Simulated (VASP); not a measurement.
# LiH: molecular dynamics at constant energy

LiH, Fm-3m (no. 225), 16 atoms in the cell. PBE, molecular dynamics; PAW potentials Li, H (PBE set).

Ensemble: NVE; Starting temperature (K): 600.

## Input

INCAR:
```
SYSTEM = LiH
ALGO = Normal ; EDIFF = 1E-6
ENCUT = 250 ; GGA = PE
IBRION = 0 ; ISIF = 2
ISMEAR = 0 ; ISYM = 0
KPAR = 2 ; LASPH = .True.
LCHARG = .False. ; LREAL = Auto
LWAVE = .False. ; MDALGO = 2
NELM = 60 ; NELMIN = 4
NSW = 60 ; POTIM = 0.5
PREC = Normal ; RANDOM_SEED = 402127 0 0
SIGMA = 0.05 ; SMASS = -3
TEBEG = 600
```

KPOINTS:
```
k-points
0
Monkhorst-Pack
  2 2 2
```

POSCAR:
```
LiH
1.0
    0.0000000000      4.0735000000      4.0735000000
    4.0735000000      0.0000000000      4.0735000000
    4.0735000000      4.0735000000      0.0000000000
Li H
8 8
Direct
    0.0000000000      0.0000000000      0.0000000000
    0.0000000000      0.0000000000      0.5000000000
    0.0000000000      0.5000000000      0.0000000000
    0.0000000000      0.5000000000      0.5000000000
    0.5000000000      0.0000000000      0.0000000000
    0.5000000000      0.0000000000      0.5000000000
    0.5000000000      0.5000000000      0.0000000000
    0.5000000000      0.5000000000      0.5000000000
    0.2500000000      0.2500000000      0.2500000000
    0.2500000000      0.2500000000      0.7500000000
    0.2500000000      0.7500000000      0.2500000000
    0.2500000000      0.7500000000      0.7500000000
    0.7500000000      0.2500000000      0.2500000000
    0.7500000000      0.2500000000      0.7500000000
    0.7500000000      0.7500000000      0.2500000000
    0.7500000000      0.7500000000      0.7500000000
```

Commands:
```
cat potpaw_PBE.64/Li/POTCAR potpaw_PBE.64/H/POTCAR > POTCAR
mpirun -np 2 vasp_std > vasp.out
```

## Result

- Rise of the mean potential energy above the start (meV/atom): 37.0
- Mean temperature (K): 295
- Standard error of the mean temperature (K): 60
- Relative fluctuation of the kinetic energy: 0.427
- Canonical value of that fluctuation: 0.211
- Electronic steps per ionic step after the first: 4.1

Course of the run:

| Time (fs) | Temperature (K) | Potential energy less the first (meV/atom) |
|---|---|---|
| 0 | 600 | 0.0 |
| 3 | 551 | 6.0 |
| 5 | 458 | 17.2 |
| 8 | 329 | 32.9 |
| 10 | 255 | 41.8 |
| 12 | 227 | 45.2 |
| 14 | 243 | 43.2 |
| 16 | 270 | 40.0 |
| 18 | 272 | 39.7 |
| 21 | 243 | 43.3 |
| 23 | 206 | 47.8 |
| 26 | 172 | 51.9 |
| 28 | 172 | 51.9 |
| 30 | 210 | 47.3 |

The mean temperature lies below the starting 600 K, since the atoms start on their sites and part of their kinetic energy turns into potential energy.

REPORT:
```
MDALGO =   2
               SCALING =       0
                 CNEXP =     9.000   14.000
           RANDOM_SEED =            402127                0                0

   original number of atomic DOF:         45
   number of independent constraints:      0
   number of active DOF:                  45

========================================
         MD step No.       1
========================================

  Atomic velocities initialized by STEP_tb

  >Energies
                    E_tot             E_pot             E_kin               EPS                ES
   e_b>   -0.47569815E+02   -0.48733163E+02    0.11633471E+01    0.00000000E+00    0.00000000E+00

  >Temperature
               T_sim     T_inst
   tmprt>    600.000    600.000

  >Thermostat:
           s(n+1) sdot(n+1)      s(n)   sdot(n)        Qs
   s_b>   0.00000   0.00000   0.00000   0.00000  -3.00000

           RANDOM_SEED =            402127               96                0

[... steps left out ...]

========================================
         MD step No.      60
========================================

  >Energies
                    E_tot             E_pot             E_kin               EPS                ES
   e_b>   -0.47569240E+02   -0.47976318E+02    0.40707772E+00    0.00000000E+00    0.00000000E+00

  >Temperature
               T_sim     T_inst
   tmprt>    600.000    209.952

  >Thermostat:
           s(n+1) sdot(n+1)      s(n)   sdot(n)        Qs
   s_b>   0.00000   0.00000   0.00000   0.00000  -3.00000

           RANDOM_SEED =            402127               96                0
```

OSZICAR:
```
N       E                     dE             d eps       ncg     rms          rms(c)
DAV:   1    -0.207606062410E+02   -0.20761E+02   -0.33106E+03   544   0.382E+02
DAV:   2    -0.486487650709E+02   -0.27888E+02   -0.26631E+02   711   0.775E+01
DAV:   3    -0.502672349908E+02   -0.16185E+01   -0.16145E+01   759   0.190E+01
DAV:   4    -0.502796534521E+02   -0.12418E-01   -0.12416E-01   667   0.187E+00
DAV:   5    -0.502798316047E+02   -0.17815E-03   -0.17814E-03   738   0.220E-01    0.743E+00
DAV:   6    -0.491186599566E+02    0.11612E+01   -0.73779E-01   702   0.372E+00    0.387E+00
DAV:   7    -0.487223189010E+02    0.39634E+00   -0.97611E-01   583   0.453E+00    0.628E-01
DAV:   8    -0.487331958725E+02   -0.10877E-01   -0.21927E-02   575   0.862E-01    0.101E-01
DAV:   9    -0.487331442262E+02    0.51646E-04   -0.62352E-04   680   0.125E-01    0.190E-02
DAV:  10    -0.487331636888E+02   -0.19463E-04   -0.40167E-05   653   0.370E-02    0.968E-03
DAV:  11    -0.487331624368E+02    0.12520E-05   -0.21374E-06   711   0.609E-03    0.146E-03
DAV:  12    -0.487331625794E+02   -0.14257E-06   -0.24487E-07   313   0.260E-03
[... left out ...]
     58 T=   191. E= -.47569159E+02 F= -.47939623E+02 E0= -.47939623E+02  EK= 0.37046E+00 SP= 0.00E+00 SK= 0.00E+00
     59 T=   200. E= -.47569197E+02 F= -.47957095E+02 E0= -.47957095E+02  EK= 0.38790E+00 SP= 0.00E+00 SK= 0.00E+00
[... last step whole ...]
       N       E                     dE             d eps       ncg     rms          rms(c)
DAV:   1    -0.479763128244E+02   -0.19218E-01   -0.36321E-05   852   0.430E-01    0.186E-03
DAV:   2    -0.479763175218E+02   -0.46975E-05   -0.46535E-05   570   0.477E-02    0.172E-03
DAV:   3    -0.479763175484E+02   -0.26559E-07   -0.11449E-07   416   0.186E-03    0.143E-03
DAV:   4    -0.479763175833E+02   -0.34861E-07   -0.40415E-08   311   0.137E-03
     60 T=   210. E= -.47569240E+02 F= -.47976318E+02 E0= -.47976318E+02  EK= 0.40708E+00 SP= 0.00E+00 SK= 0.00E+00
```

Limits: 30 fs of 16 atoms are too short for converged averages; the cell is only 4.7 Å across, so each atom moves in step with near copies of itself.

VASP 6.6.1 took 236 s on 2 cores (Intel Xeon Platinum 8375C @ 2.90GHz (Ice Lake)), a shared host.
